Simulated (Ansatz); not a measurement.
# In (I4/mmm) in Ansatz: further runs

One crystal, In, is run at these levels: PBE; tasks: single point, relaxation of cell and atoms.

Program: Ansatz 0.2.0. These are calculated values, not measurements. Logs are shortened: lines on timing, memory, paths and dates and some standing lists are left out, and cuts for length are marked.

## (1) The structure

It takes space group I4/mmm (No. 139, tetragonal). Conventional cell: a = 3.251 Å, b = 3.251 Å, c = 4.947 Å, α = 90.00°, β = 90.00°, γ = 90.00°. In (site symmetry 4/mmm) is surrounded by 12 In at 3.25 to 3.38 Å.

## (2) Single point, PBE

input.yaml reads:

```yaml
crystal:
  lattice:
    - [-1.62547, 1.62547, 2.4737]
    - [1.62547, -1.62547, 2.4737]
    - [1.62547, 1.62547, -2.4737]
  atoms:
    - { symbol: In, position: [0.0, 0.0, 0.0] }
hamiltonian:
  xc: pbe
  pseudopotentials: { kind: paw }
kpoints:
  mp_grid: { grid: [11, 11, 11] }
scf:
  occupations: { method: gaussian, width: 0.011 }
output:
  forces: true
  stress: true
  eigenvalues: true
  write_density: true
  write_potential: true
  elf: true
  volumetric_format: npy
```

Potentials or basis: Ansatz PAW.

Launch:

```bash
$ ansatz run input.yaml --threads 2 --pin off --max-ram 5632MiB --backend cpu --events-out ev --progress --plain --runs-dir out
```

What it wrote:

```text
Warning: RAYON_NUM_THREADS=2 ignored (pool sized by the plan → 2); use --threads N
Engine: ansatz 0.2.0, aarch64-unknown-linux-gnu
Pseudopotentials: kind: paw
Pseudopotential: In, paw, valence charge 13, recommended cutoff 420 eV (normal), In.paw.azcp
Functional definition: PBE
  parameter kappa = 0.804
  parameter beta = 0.06672455060314922
  exchange = pbe_x(kappa = kappa, mu = beta*pi^2/3)
  correlation = pbe_c(beta = beta)
Crystal: 1 atoms, lattice volume = 26.144 Å³
Basis set: ecut = 420 eV, 533 PW (Γ), exchange–correlation on 48×48×48 points (8 copies of the dense FFT grid, shifted against one another)
Bands: 11, of which v1, the nominal top of the filled ones, is band 7 counted from 1 (6 counted from 0)
Symmetry: 16 space group operations
Space group: I4/mmm (ITA 139), of the structure as read, at distance tolerance 3.0e-5 Å
k-points: 126 of 1331
Non-local potential: In, projectors of the file, l = 0: 2, l = 1: 2, l = 2: 2, l = 3: 2
PAW form: soft (Blöchl's): semilocal exchange-correlation on the pseudo side does not see the compensation charge
PAW one-centre angular grid: In, 590 points (default); XC on 64 Gauss nodes
Initial density: superposition of atomic densities (neutral atoms: chi_scale 0, normalization atom), corrected by the library's trained network
Initial wavefunctions: pseudopotential atomic-orbital guess
Functional: x = pbe(κ = 0.804, μ = 0.2195149727645171), c = pbe(β = 0.06672455060314922)
SCF iter   1: F=—  HF=-5597.835855 eV  |F-HF|=—  |Δ(HF+E_count)|=         —  Δρ=9.84e-4  dr2=1.72e-4  ethr=1.77e-3  ⟨swp⟩=6.0  Hψ=8410  notcnv=0
preconditioner: auto → none  [insulator: Δε(μ)=0.038 eV  Ē_g=19.724 eV  σ=0.011 eV  W_gap=0.94  n_scr=8 (ndim 8)  ℏωp=26.2 eV  f_vac=0.000  D(μ)=0.19/eV (n_scr^D=0)  ε∞_Penn≈2.8]
SCF iter   2: F=—  HF=-5597.835292 eV  |F-HF|=—  |Δ(HF+E_count)|=   5.63e-4  Δρ=4.13e-4  dr2=3.20e-5  ethr=1.32e-6  ⟨swp⟩=2.6  Hψ=3487  notcnv=0  defer=1
SCF iter   3: F=—  HF=-5597.835304 eV  |F-HF|=—  |Δ(HF+E_count)|=   1.20e-5  Δρ=1.84e-4  dr2=5.20e-6  ethr=2.46e-7  ⟨swp⟩=2.0  Hψ=2087  notcnv=0  defer=1
SCF iter   4: F=—  HF=-5597.835302 eV  |F-HF|=—  |Δ(HF+E_count)|=   2.37e-6  Δρ=5.52e-5  dr2=4.26e-7  ethr=4.00e-8  ⟨swp⟩=2.2  Hψ=2061  notcnv=0  defer=1
iter 5 did not close the SCF: its close was put off for the readings that it lacked (scf_convergence_deferred on its scf_iter line)
SCF iter   5: F=-5597.835302 eV  HF=-5597.835302 eV  |F-HF|=4.99e-9  |Δ(HF+E_count)|=   1.76e-7  Δρ=5.81e-6  dr2=4.62e-9  ethr=3.28e-9  ⟨swp⟩=2.1  Hψ=1993  notcnv=0  defer=1
SCF iter   6: F=-5597.835302 eV  HF=-5597.835302 eV  |F-HF|=1.00e-11  |Δ(HF+E_count)|=   2.41e-9  Δρ=2.14e-7  dr2=5.62e-12  ethr=3.55e-11  ⟨swp⟩=6.6  Hψ=7466  notcnv=0
SCF 1 converged in 6 iterations: F = -5597.835302 eV  dr2 = 5.62e-12
SCF converged after 6 iterations
Free energy (F): -5597.835302 eV
Harris-Foulkes:  -5597.835302 eV  (|F-HF|=1.00e-11)
Internal energy: -5597.835290 eV  (E = F + TS)
E sigma→0 (E₀):  -5597.835296 eV
Entropy (-TS):   -0.000012 eV (-0.012 meV/atom)
Fermi energy:    10.304634 eV
--- Per-component energies (eV) ---
  E_band       = -23.275666
  E_kinetic    = 241.440499
  E_local      = -1074.596203  (includes V_loc(G=0)·N_el)
  E_nonlocal   = 366.075316
  E_hartree    = 421.413495
  E_xc         = -216.067353
  E_vxc        = -100.074652  (∫ρ·V_xc dr)
  E_paw        = -4152.133923  (= ΣΔE_a)
  E_vpaw       = -298.947589  (= ΣTr[D̂ρ^β])
  E_aug_tail   = 0.000025  (compensation charges beyond the density's cutoff)
  E_ewald      = -1183.967147
  E_smearing   = -0.000012  (= −TS)
  E_closure    = 0.000000  (closes the sum)
  Σ components = -5597.835302   (vs F -5597.835302, Δ=0.00e0)
--- Forces (eV/Å), atoms counted from 1 ---
  atom   1  In     0.00000000    -0.00000000    -0.00000000
  max |Σ_I F_I| component: 2.22e-31 eV/Å
--- Stress (GPa, compression-positive) ---
        2.238154      -0.000000      -0.000000
       -0.000000       2.238154       0.000000
       -0.000000       0.000000       1.574372
  P = ⅓ Tr σ = 2.0169 GPa (20.169 kbar)
--- Band table (eV; the first three rows and the last of 126) ---
  k-point 0: bands = ["-4.4392", "-4.3347", "-4.3347", "-4.2541", "-4.1486", "0.7197", "20.8169", "20.8169", "20.9901", "21.8365", "24.2136"]
  k-point 1: bands = ["-4.4039", "-4.3537", "-4.3135", "-4.2458", "-4.1628", "0.9731", "19.4456", "19.6386", "19.9645", "20.8746", "25.5739"]
  k-point 2: bands = ["-4.4047", "-4.3067", "-4.2600", "-4.2551", "-4.1713", "1.7407", "17.4404", "17.6915", "18.3716", "19.5954", "21.7796"]
  k-point 125: bands = ["-4.5927", "-4.4782", "-4.0578", "-4.0369", "-4.0204", "7.4283", "7.7496", "13.6552", "15.1537", "18.5362", "20.0106"]
```

Run time: 1.8 s. Hardware: 2 threads of Arm Neoverse V1, shared host; peak memory 0.31 GiB.

Results:

```
Free energy            : -5597.8353 eV
Pressure               : 2.0 GPa
Band gap on the k mesh : none (metal or under the smearing width)
```

Stress tensor (GPa, compression positive):
```
2.24 0.00 0.00
0.00 2.24 0.00
0.00 0.00 1.57
```

## (3) Relaxation of cell and atoms, PBE

input.yaml, as its differences from that of step 2:

```diff
@@ -13,3 +13,3 @@
 scf:
-  occupations: { method: gaussian, width: 0.011 }
+  occupations: { method: fermi_dirac, width: 0.05 }
 output:
@@ -22 +22,5 @@
   volumetric_format: npy
+relax:
+  f_tol: 0.01
+  max_steps: 40
+  cell: { stress_tol: 0.05 }
```

Potentials or basis: Ansatz PAW.

Launch:

```bash
$ ansatz run input.yaml --threads 2 --pin off --max-ram 5632MiB --backend cpu --events-out ev --progress --plain --runs-dir out
```

What it wrote:

```text
Warning: RAYON_NUM_THREADS=2 ignored (pool sized by the plan → 2); use --threads N
[... 8 set-up lines as earlier in the session ...]
Crystal: 1 atoms, lattice volume = 26.144 Å³
Basis set: ecut = 420 eV, 533 PW (Γ), exchange–correlation on 48×48×48 points (8 copies of the dense FFT grid, shifted against one another)
Bands: 11, of which v1, the nominal top of the filled ones, is band 7 counted from 1 (6 counted from 0)
[... 2 set-up lines as earlier in the session ...]
k-points: 126 of 1331
[... 6 set-up lines as earlier in the session ...]
SCF iter   1: F=—  HF=-5597.837566 eV  |F-HF|=—  |Δ(HF+E_count)|=         —  Δρ=9.78e-4  dr2=1.71e-4  ethr=1.77e-3  ⟨swp⟩=5.3  Hψ=8273  notcnv=0
preconditioner: auto → none  [metal: Δε(μ)=0.038 eV  Ē_g=19.724 eV  σ=0.050 eV  W_gap=0.19  n_scr=8 (ndim 8)  ℏωp=26.2 eV  f_vac=0.000  D(μ)=0.47/eV (n_scr^D=0)  sad-step TF]
SCF iter   2: F=—  HF=-5597.837147 eV  |F-HF|=—  |Δ(HF+E_count)|=   4.19e-4  Δρ=5.46e-4  dr2=7.89e-5  ethr=1.32e-6  ⟨swp⟩=2.0  Hψ=3067  notcnv=0
SCF iter   3: F=—  HF=-5597.837181 eV  |F-HF|=—  |Δ(HF+E_count)|=   3.40e-5  Δρ=4.89e-4  dr2=4.16e-5  ethr=6.07e-7  ⟨swp⟩=2.0  Hψ=2159  notcnv=0
SCF iter   4: F=—  HF=-5597.837160 eV  |F-HF|=—  |Δ(HF+E_count)|=   2.11e-5  Δρ=1.46e-4  dr2=3.47e-6  ethr=3.20e-7  ⟨swp⟩=2.4  Hψ=2189  notcnv=0
SCF iter   5: F=—  HF=-5597.837159 eV  |F-HF|=—  |Δ(HF+E_count)|=   5.58e-7  Δρ=1.31e-4  dr2=2.79e-6  ethr=2.67e-8  ⟨swp⟩=2.0  Hψ=2160  notcnv=0
SCF iter   6: F=—  HF=-5597.837158 eV  |F-HF|=—  |Δ(HF+E_count)|=   1.24e-6  Δρ=6.75e-5  dr2=7.21e-7  ethr=2.15e-8  ⟨swp⟩=2.0  Hψ=1991  notcnv=0
SCF iter   7: F=-5597.837158 eV  HF=-5597.837158 eV  |F-HF|=5.64e-8  |Δ(HF+E_count)|=   4.21e-7  Δρ=1.68e-5  dr2=4.47e-8  ethr=7.69e-10  ⟨swp⟩=7.5  Hψ=7968  notcnv=0
SCF 1 converged in 7 iterations: F = -5597.837158 eV  dr2 = 4.47e-8
relax step   1: F+E_penalty+E_count = -5597.83715773 eV  Δ(F+E_penalty+E_count) = +0.000e0 eV  max|allowed force component| = 0.000e0 eV/Å  Δτ_max = 0.0000 Å  P = +2.044 GPa  Ω = 26.144 Å³  (7 SCF iters, dr2 threshold 1.00e-7 eV, accepted)
Crystal: 1 atoms, lattice volume = 27.323 Å³
Basis set: ecut = 420 eV, 549 PW (Γ), exchange–correlation on 48×48×48 points (8 copies of the dense FFT grid, shifted against one another)
Initial density: handed on by an earlier stage of this run
Initial wavefunctions: those handed on with the density
iter 1 solved again at ethr=1.68e-6 eV; its pass at ethr=3.10e-3 eV (dr2=2.18e-4 eV) is discarded
SCF iter   1: F=—  HF=-5597.845250 eV  |F-HF|=—  |Δ(HF+E_count)|=         —  Δρ=8.63e-4  dr2=2.56e-4  ethr=1.68e-6  ⟨swp⟩=2.3  Hψ=12992  notcnv=0
preconditioner: auto → none  [metal: Δε(μ)=0.054 eV  Ē_g=19.499 eV  σ=0.050 eV  W_gap=0.26  n_scr=8 (ndim 8)  ℏωp=25.6 eV  f_vac=0.000  D(μ)=0.52/eV (n_scr^D=0)]
SCF iter   2: F=—  HF=-5597.845181 eV  |F-HF|=—  |Δ(HF+E_count)|=   6.86e-5  Δρ=4.94e-4  dr2=3.59e-5  ethr=1.68e-6  ⟨swp⟩=2.3  Hψ=2212  notcnv=0
SCF iter   3: F=—  HF=-5597.845183 eV  |F-HF|=—  |Δ(HF+E_count)|=   2.23e-6  Δρ=1.26e-4  dr2=3.31e-6  ethr=2.76e-7  ⟨swp⟩=1.0  Hψ=1386  notcnv=0
[... 53 lines left out ...]
preconditioner: auto → none  [metal: Δε(μ)=0.016 eV  Ē_g=19.461 eV  σ=0.050 eV  W_gap=0.08  n_scr=8 (ndim 8)  ℏωp=25.6 eV  f_vac=0.000  D(μ)=0.64/eV (n_scr^D=0)]
SCF iter   2: F=—  HF=-5597.846090 eV  |F-HF|=—  |Δ(HF+E_count)|=   5.16e-7  Δρ=5.39e-5  dr2=4.65e-7  ethr=1.62e-8  ⟨swp⟩=1.7  Hψ=1840  notcnv=0
SCF iter   3: F=-5597.846090 eV  HF=-5597.846090 eV  |F-HF|=1.55e-8  |Δ(HF+E_count)|=   2.39e-7  Δρ=1.09e-5  dr2=2.64e-8  ethr=7.24e-10  ⟨swp⟩=7.1  Hψ=9102  notcnv=0
SCF 8 converged in 3 iterations: F = -5597.846090 eV  dr2 = 2.64e-8
relax step   8: F+E_penalty+E_count = -5597.84609008 eV  Δ(F+E_penalty+E_count) = -1.014e-4 eV  max|allowed force component| = 0.000e0 eV/Å  Δτ_max = 0.0000 Å  P = +0.027 GPa  Ω = 27.407 Å³  energy of the carried Pulay correction = -3.358e-4 eV  (3 SCF iters, dr2 threshold 9.41e-8 eV, accepted)
Initial wavefunctions: pseudopotential atomic-orbital guess (no wavefunctions were taken with the density)
iter 1 solved again at ethr=4.55e-8 eV; its pass at ethr=3.10e-3 eV (dr2=5.92e-6 eV) is discarded
SCF iter   1: F=—  HF=-5597.846388 eV  |F-HF|=—  |Δ(HF+E_count)|=         —  Δρ=9.98e-5  dr2=5.82e-7  ethr=4.55e-8  ⟨swp⟩=3.8  Hψ=12650  notcnv=0
SCF iter   2: F=—  HF=-5597.846389 eV  |F-HF|=—  |Δ(HF+E_count)|=   1.23e-6  Δρ=4.21e-5  dr2=9.15e-8  ethr=4.48e-9  ⟨swp⟩=2.0  Hψ=2030  notcnv=0
SCF iter   3: F=—  HF=-5597.846389 eV  |F-HF|=—  |Δ(HF+E_count)|=   1.33e-7  Δρ=1.27e-5  dr2=6.56e-9  ethr=7.04e-10  ⟨swp⟩=2.0  Hψ=1586  notcnv=0
SCF iter   4: F=—  HF=-5597.846389 eV  |F-HF|=—  |Δ(HF+E_count)|=   1.69e-8  Δρ=1.15e-6  dr2=1.27e-10  ethr=5.04e-11  ⟨swp⟩=2.0  Hψ=2205  notcnv=0
SCF iter   5: F=-5597.846389 eV  HF=-5597.846389 eV  |F-HF|=9.09e-13  |Δ(HF+E_count)|=  1.32e-10  Δρ=4.29e-8  dr2=2.74e-13  ethr=1.00e-12  ⟨swp⟩=5.9  Hψ=5347  notcnv=0
SCF 9 converged in 5 iterations: F = -5597.846389 eV  dr2 = 2.74e-13
relax step   9: F+E_penalty+E_count = -5597.84638916 eV  Δ(F+E_penalty+E_count) = -2.991e-4 eV  max|allowed force component| = 0.000e0 eV/Å  Δτ_max = 0.0000 Å  P = +0.018 GPa  Ω = 27.407 Å³  stress off target by 3.99e-2 GPa  SCF on the basis re-selected at this cell (its energy is not comparable with the rows above)  (5 SCF iters)
basis re-selected at this cell: Δ(F+E_penalty+E_count) = -2.991e-4 eV, ΔP = -0.009 GPa vs the last step (what re-selecting the basis moved, of the pressure what is left beyond the Pulay correction that the steps carried, after the strain that the cell walked since its last selection, with what the two solves' SCF thresholds leave and, on support functions, any second-order correction that the steps lacked; it is no measure of the basis error at this ecutwfc). This SCF's stress stands 3.99e-2 GPa from its target on what of the cell is left free (relax.cell.stress_tol is 5.00e-2 GPa) and its largest allowed force component is 0.00e0 eV/Å (relax.f_tol is 1.00e-2 eV/Å): within both
SCF converged after 5 iterations
Free energy (F): -5597.846389 eV
Harris-Foulkes:  -5597.846389 eV  (|F-HF|=9.09e-13)
Internal energy: -5597.841405 eV  (E = F + TS)
E sigma→0 (E₀):  -5597.843897 eV
Entropy (-TS):   -0.004984 eV (-4.984 meV/atom)
Fermi energy:    9.647616 eV
--- Per-component energies (eV) ---
  E_band       = -31.074457
  E_kinetic    = 240.864342
  E_local      = -1103.105859  (includes V_loc(G=0)·N_el)
  E_nonlocal   = 366.049029
  E_hartree    = 431.814021
  E_xc         = -215.804583
  E_vxc        = -99.703843  (∫ρ·V_xc dr)
  E_paw        = -4152.045902  (= ΣΔE_a)
  E_vpaw       = -298.806183  (= ΣTr[D̂ρ^β])
  E_aug_tail   = 0.000025  (compensation charges beyond the density's cutoff)
  E_ewald      = -1165.612478
  E_smearing   = -0.004984  (= −TS)
  E_closure    = -0.000000  (closes the sum)
  Σ components = -5597.846389   (vs F -5597.846389, Δ=0.00e0)
--- Forces (eV/Å), atoms counted from 1 ---
  atom   1  In     0.00000000     0.00000000     0.00000000
  max |Σ_I F_I| component: 9.86e-32 eV/Å
--- Stress (GPa, compression-positive) ---
        0.007518       0.000000      -0.000000
        0.000000       0.007518       0.000000
        0.000000       0.000000       0.039868
  P = ⅓ Tr σ = 0.0183 GPa (0.183 kbar)
--- Band table (eV; the first three rows and the last of 126) ---
  k-point 0: bands = ["-4.9997", "-4.9613", "-4.9613", "-4.8453", "-4.8027", "0.3898", "19.7565", "19.7565", "19.8320", "21.0408", "23.1800"]
  k-point 1: bands = ["-4.9770", "-4.9725", "-4.9395", "-4.8433", "-4.8101", "0.6275", "18.5111", "18.5991", "18.9398", "20.0788", "24.0421"]
  k-point 2: bands = ["-5.0190", "-4.8979", "-4.8798", "-4.8792", "-4.7937", "1.3463", "16.6627", "16.7771", "17.3111", "18.8360", "20.5292"]
  k-point 125: bands = ["-5.1535", "-5.0648", "-4.7028", "-4.6738", "-4.6611", "7.1498", "7.4909", "12.6122", "13.9909", "17.2593", "18.6394"]
--- Relaxed structure (8 steps of the walk, 7 accepted, 1 SCFs on fresh bases) ---
  F+E_penalty+E_count = -5597.84638916 eV   max|allowed force component| = 0.000e0 eV/Å   (the final SCF, on the basis selected at the relaxed cell)
  cell:  # Å, volume = 27.4066 Å³
    - [-1.6737194805329203, 1.6737194805329203, 2.4458536548608545]
    - [1.6737194805329203, -1.6737194805329203, 2.4458536548608545]
    - [1.6737194805329203, 1.6737194805329203, -2.4458536548608545]
  atoms:
    - { symbol: In, position: [0.0, 0.0, 0.0] }
```

v_z.tsv:

```text
# z_ang	v_es[eV]	v_tot[eV]
# format = ansatz-planar-average/11
# xc	pbe
# density_cutoff_ev	1680
# datasets	In=:simpson_from_first_knot:soft
# lattice	-1.673719481	1.673719481	2.445853655
# lattice	1.673719481	-1.673719481	2.445853655
# lattice	1.673719481	1.673719481	-2.445853655
# sites	1
# site	49	0.000000000	0.000000000	0.000000000
0.000000	3.909024e-1	-1.151217e1
0.141819	5.095391e-1	-1.133469e1
0.283638	8.702073e-1	-1.079854e1
0.425457	1.480586e0	-9.900254e0
0.567276	2.336291e0	-8.655312e0
0.709095	3.408185e0	-7.114107e0
[... 16 lines left out ...]
3.120018	8.702073e-1	-1.079854e1
3.261837	5.095391e-1	-1.133469e1
```

Wall time 14 s (2 threads of Arm Neoverse V1, shared host); peak memory 0.33 GiB.

Results:

```
Free energy                            : -5597.8464 eV
Relaxed volume                         : 27.41 Å³/atom
Relaxed cell                           : a = 3.404 Å, b = 3.404 Å, c = 3.404 Å, α = 121.09°, β = 121.09°, γ = 88.12°
Space group after relaxing (to 0.05 Å) : I4/mmm (No. 139)
Energy gained by relaxing              : 9.2 meV/atom
Ionic steps                            : 8
Pressure after relaxing                : 0.0 GPa
Band gap on the k mesh                 : none (metal or under the smearing width)
```

The path:
| step | energy change (eV) | largest force (eV/Å) | volume (Å³) |
| --- | --- | --- | --- |
| 1 | 0.0000 | 0.0000 | 26.14 |
| 2 | -0.0080 | 0.0000 | 27.32 |
| 3 | -0.0081 | 0.0000 | 27.48 |
| 4 | -0.0082 | 0.0000 | 27.51 |
| 5 | -0.0084 | 0.0000 | 27.73 |
| 6 | -0.0088 | 0.0000 | 27.48 |
| 7 | -0.0089 | 0.0000 | 27.41 |
| 8 | -0.0092 | 0.0000 | 27.41 |

Final structure:
```yaml
crystal:
  lattice:
    - [-1.67372, 1.67372, 2.44585]
    - [1.67372, -1.67372, 2.44585]
    - [1.67372, 1.67372, -2.44585]
  atoms:
    - { symbol: In, position: [0.00000, 0.00000, 0.00000] }
```

Levels at points of the mesh, in eV from the Fermi level:
| k point | band 4 | band 5 | band 6 | band 7 | band 8 | band 9 |
| --- | --- | --- | --- | --- | --- | --- |
| (0.00, 0.00, 0.00) | -14.49 | -14.45 | -9.26 | 10.11 | 10.11 | 10.18 |

Caveat: the plane-wave basis is chosen anew once the cell has moved, so the energies of steps on either side of that aren't comparable.
